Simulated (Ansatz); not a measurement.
Zinc-blende InN (metastable phase), treated with r²SCAN50 (Ansatz, an electronic-structure program, plane waves, PAW).

Run with plane-wave cutoff 520 eV, 10×10×10 k mesh, Fermi–Dirac smearing 0.01 eV, scalar-relativistic PAW data made under PBE.

On both sides of the equilibrium volume: at 14.788 Å³/atom the pressure is 1.96 GPa and the direct gap at Γ 3.124 eV; at 15.330 Å³/atom they are -3.94 GPa and 2.945 eV. The fitted bulk modulus is 168 GPa.

Work out the volume deformation potential of this gap and its pressure coefficient, in two ways.

a_V = dE_g/d ln V = (2.945 − 3.124)/ln(15.330/14.788) = -4.97 eV. Since dP = −B d ln V, dE_g/dP = −a_V/B = 30 meV/GPa. Straight from the pressures: (3.124 − 2.945)/(1.96 − (-3.94)) = 30 meV/GPa. At this level and over this range the gap at Γ widens under pressure.

Spin–orbit coupling is not included.
